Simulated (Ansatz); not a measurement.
# Ag: how the settings move a single-point run

Aim: see which settings change the result for Ag, by how much, and at what cost.

Program: Ansatz 0.2.0. Level of theory: reference: DFT, PBE, PAW with Ansatz's default frozen-core files, scalar-relativistic. These are calculated values, not measurements.

### Step 1. The structure to begin with

Symmetry: I4/mmm, No. 139, tetragonal system. The conventional cell has a = 2.911 Å, b = 2.911 Å, c = 4.025 Å, α = 90.00°, β = 90.00°, γ = 90.00°. Ag (site symmetry 4/mmm) is surrounded by 12 Ag at 2.88 to 2.91 Å.

Coordinates:

```cif
data_structure
_symmetry_space_group_name_H-M 'P 1'
_symmetry_Int_Tables_number 1
_cell_length_a 2.8789
_cell_length_b 2.8789
_cell_length_c 2.9113
_cell_angle_alpha 59.626
_cell_angle_beta 59.626
_cell_angle_gamma 60.747
_cell_volume 17.06
loop_
_atom_site_label
_atom_site_type_symbol
_atom_site_fract_x
_atom_site_fract_y
_atom_site_fract_z
_atom_site_occupancy
Ag1 Ag 0.00000 0.00000 0.00000 1
```

### Step 2. Reference

input.yaml reads:

```yaml
crystal:
  lattice:
    - [0.0, 2.05859782, 2.0124535]
    - [2.05859782, 0.0, 2.0124535]
    - [2.05859782, 2.05859782, 0.0]
  atoms:
    - { symbol: Ag, position: [0.0, 0.0, 0.0] }
kpoints:
  mp_grid: { grid: [15, 15, 15] }
scf:
  occupations: { method: fermi_dirac, width: 0.05 }
hamiltonian:
  xc: pbe
  pseudopotentials: { kind: paw }
output:
  forces: true
  stress: true
  eigenvalues: true
  efg: { contact_densities: true }
```

Started as:

```sh
$ ansatz run input.yaml --threads 1 --pin off --max-ram 2048MiB --backend cpu --events-out ev --progress --plain --runs-dir out
```

### Step 3. Changed: mp_grid.grid [22, 22, 22], mp_grid.shift [0.5, 0.5, 0.5], mixing.algorithm anderson, mixing.beta 0.3

input.yaml: that of step 2 with these lines changed.

```diff
@@ -8,5 +8,6 @@
 kpoints:
-  mp_grid: { grid: [15, 15, 15] }
+  mp_grid: { grid: [22, 22, 22], shift: [0.5, 0.5, 0.5] }
 scf:
   occupations: { method: fermi_dirac, width: 0.05 }
+  mixing: { algorithm: anderson, beta: 0.3 }
 hamiltonian:
@@ -19 +20,5 @@
   efg: { contact_densities: true }
+  write_density: true
+  write_potential: true
+  elf: true
+  volumetric_format: npy
```

### Step 4. Changed: xc_grid 3

input.yaml: that of step 2 with these lines changed.

```diff
@@ -19 +19,7 @@
   efg: { contact_densities: true }
+  write_density: true
+  write_potential: true
+  elf: true
+  volumetric_format: npy
+basis:
+  xc_grid: 3
```

### Step 5. Variant: mixing.algorithm anderson, mixing.beta 0.1

input.yaml: that of step 2 with these lines changed.

```diff
@@ -11,2 +11,3 @@
   occupations: { method: fermi_dirac, width: 0.05 }
+  mixing: { algorithm: anderson, beta: 0.1 }
 hamiltonian:
```

**Question.** What will these runs give? Wanted: for each run, ending; energy change; pressure; gap; force.

The runs gave:

| run | ending | energy change | pressure (GPa) | gap (eV) | force (eV/Å) | cycles | time |
| --- | --- | --- | --- | --- | --- | --- | --- |
| reference | converged | 0 | 4.6 | 0.00 | 0.00 | 6 | 6.4 s |
| 1: mp_grid.grid [22, 22, 22], mp_grid.shift [0.5, 0.5, 0.5], mixing.algorithm anderson, mixing.beta 0.3 | converged | -2.6 meV/atom | 4.7 | 0.00 | 0.00 | 5 | 73 s |
| 2: xc_grid 3 | converged | 0.0 meV/atom | 4.6 | 0.00 | 0.00 | 6 | 9 s |
| 3: mixing.algorithm anderson, mixing.beta 0.1 | converged | 0.0 meV/atom | 4.6 | 0.00 | 0.00 | 9 | 8 s |

Times don't compare one to one where runs were asked for different outputs or read a saved state (see the inputs); cycles may leave out searches for a lower state.

Residual by cycle in the longest SCF loop of each run; runs are numbered as in the table. The quantity is the density residual dr2, in eV.

| cycle | reference | run 1 | run 2 | run 3 |
| --- | --- | --- | --- | --- |
| 1 | 2.7e-5 | 1.6e-5 | 2.7e-5 | 2.7e-5 |
| 2 | 8.3e-6 | 9.2e-6 | 8.3e-6 | 2.7e-5 |
| 3 | 3.3e-7 | 2.8e-6 | 3.3e-7 | 2.0e-5 |
| 4 | 3.5e-7 | 1.3e-6 | 3.5e-7 | 1.7e-5 |
| 5 | 4.7e-10 | 5.0e-8 | 4.7e-10 | 1.1e-6 |
| 6 | 3.5e-11 | - | 3.5e-11 | 1.6e-5 |
| 7 | - | - | - | 5.2e-7 |
| 8 | - | - | - | 2.7e-7 |
| 9 | - | - | - | 2.3e-11 |

Of the converged runs whose energies compare with the reference's, «mp_grid.grid [22, 22, 22], mp_grid.shift [0.5, 0.5, 0.5], mixing.algorithm anderson, mixing.beta 0.3» moves the energy most (-2.6 meV/atom). The pressure spans 4.6 to 4.7 GPa over the reference and the converged variants.
